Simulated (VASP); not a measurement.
# Sn: relaxation of cell and atoms with PBE

Sn:

```xyz
2
Lattice="0.0000 3.2850 3.2850 3.2850 0.0000 3.2850 3.2850 3.2850 0.0000" Properties=species:S:1:pos:R:3 pbc="T T T"
Sn    3.2850    3.2850    3.2850
Sn    4.9275    4.9275    4.9275
```

This isn't the form of Sn at room conditions, which is tetragonal (white tin).

```json
{"Program": "VASP 6.6.1", "Task": "relaxation of cell and atoms", "Functional": "PBE", "Potentials or basis": "VASP PAW PBE potentials, release 64 (Sn_d)", "Cutoff": "600 eV", "k mesh": "12 × 12 × 12", "Occupations": "gaussian, width 0.1 eV", "Spin": "no spin polarisation", "Further INCAR settings": "ALGO = Fast; EDIFF = 1e-07; IBRION = 2; EDIFFG = -0.005; NSW = 90; ISIF = 3"}
```

| Property | Result |
| --- | --- |
| Relaxed volume | 36.83 Å³/atom |
| Relaxed cell | a = 4.705 Å, b = 4.705 Å, c = 4.705 Å, α = 60.00°, β = 60.00°, γ = 60.00° |
| Space group after relaxing (to 0.05 Å) | Fd-3m (No. 227) |
| Energy gained by relaxing | 6.2 meV/atom |
| Ionic steps | 3 |
| Pressure after relaxing | 0.0 GPa |
| Band gap on the k mesh | none (metal or under the smearing width) |

The path:
```tsv
step	energy change (eV)	largest force (eV/Å)	pressure (GPa)	volume (Å³)
1	0.0000	0.0000	1.49	70.90
2	-0.0117	0.0000	-0.32	74.34
3	-0.0124	0.0000	0.00	73.65
```

Final structure:
```
Sn
1.0
     0.00000    3.32703    3.32703
     3.32703    0.00000    3.32703
     3.32703    3.32703    0.00000
Sn
2
Cartesian
  3.3270 3.3270 3.3270
  4.9905 4.9905 4.9905
```

Levels at points of the mesh, in eV from the Fermi level:
```
           k point  band 11  band 12  band 13  band 14  band 15  band 16  band 17  band 18
(0.00, 0.00, 0.00)   -10.10    -1.12     0.11     0.11     0.11     2.17     2.17     2.17
(0.50, 0.00, 0.00)    -8.62    -6.01    -0.98    -0.98    -0.12     3.22     3.22     5.71
(0.50, 0.50, 0.00)    -7.25    -7.25    -2.20    -2.20     0.92     0.92     7.28     7.28
```

It took 3.3 min on 1 thread of AMD EPYC 9R45 96-Core Processor (Zen 5), on a shared host, peak memory 0.27 GiB.
